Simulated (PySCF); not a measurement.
**Frontier levels across methods**

C₄H₁₀O.
Structure used (PBE0-D3(BJ)/def2-SVP), in Å, numbered top down from 1:
```xyz
15
C4H10O angstrom
C     -2.191    0.089    0.369
C     -0.861    0.008   -0.364
C      0.338    0.007    0.571
C      1.666   -0.076   -0.150
O      2.695   -0.053    0.803
H     -2.321   -0.766    1.052
H     -3.041    0.089   -0.331
H     -2.257    1.006    0.975
H     -0.776    0.855   -1.069
H     -0.839   -0.903   -0.988
H      0.339    0.918    1.194
H      0.273   -0.842    1.273
H      1.748    0.772   -0.863
H      1.692   -1.004   -0.758
H      3.537   -0.100    0.342
```

Basis pcSseg-1 throughout (PySCF), one geometry. Isolated species at its PBE0-D3(BJ)/def2-SVP geometry (one conformer only).

**Question.** How do the orbital energies, the gap and the dipole change with the method?

**Answer.** 
```csv
method,kind,HOMO (eV),LUMO (eV),gap (eV),μ (D),SCF cycles
BLYP,GGA,-5.87,0.51,6.38,1.49,13
OPBE,GGA,-5.92,0.76,6.68,1.47,14
PBE,GGA,-5.95,0.58,6.53,1.50,13
B97-D,GGA,-6.03,0.69,6.72,1.51,14
LDA,LDA,-6.05,0.45,6.50,1.56,13
BP86,GGA,-6.08,0.69,6.77,1.51,13
KT2,GGA,-6.14,0.59,6.73,1.46,14
KT3,GGA,-6.16,0.40,6.56,1.44,14
B3LYP,global hybrid,-7.42,1.10,8.51,1.57,12
PBE0,global hybrid,-7.68,1.49,9.17,1.58,12
mPW1PW91,global hybrid,-7.73,1.46,9.19,1.59,12
HF,Hartree–Fock,-11.90,4.38,16.27,1.75,9
```

The HOMO spans 6.03 eV, from BLYP down to HF, and the gap runs from 6.38 eV (BLYP) to 16.27 eV (HF). Over the methods BLYP (0 %), OPBE (0 %), PBE (0 %), B97-D (0 %), LDA (0 %), BP86 (0 %), KT2 (0 %), KT3 (0 %), B3LYP (20 %), PBE0 (25 %), mPW1PW91 (25 %), HF (100 %), a straight line through the gap against the share of exact exchange rises by 0.97 eV for each 10 % (correlation coefficient 0.999). The dipole ranges from 1.44 D (KT3) to 1.75 D (HF). This basis has no diffuse functions.
